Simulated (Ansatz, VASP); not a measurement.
# One calculation of AgBr, two programs

```
Ag Br
1.0
     0.00000    2.87015    2.87015
     2.87015    0.00000    2.87015
     2.87015    2.87015    0.00000
Ag Br
1 1
Direct
  0.00000 0.00000 0.00000
  0.50000 0.50000 0.50000
```

Alike in both runs: task single point; functional PBE; k mesh 6 × 6 × 6; occupations gaussian, width 0.1 eV; no spin polarisation.

|  | VASP | Ansatz |
| --- | --- | --- |
| version | VASP 6.6.1 | Ansatz 0.2.0 |
| potentials or method | VASP PAW PBE potentials, release 64 (Ag, Br) | scalar-relativistic, plane waves, PAW |
| plane-wave cutoff (eV) | 520 | 420 |
| valence electrons in the cell | 18 | 26 |

|  | VASP | Ansatz | Ansatz less VASP |
| --- | --- | --- | --- |
| gap on the k mesh at the Fermi level (eV) | 0.67 | 0.67 | +0.001 |
| least direct gap on the mesh (eV) | 2.61 | 2.61 | +0.001 |
| pressure (GPa) | 2.3 | 2.3 | +0.05 |

The two sets of potentials don't hold the same shells in valence.

A k mesh can miss the band edges. Expect the measured gap to be larger: semilocal functionals such as PBE lack the derivative discontinuity.
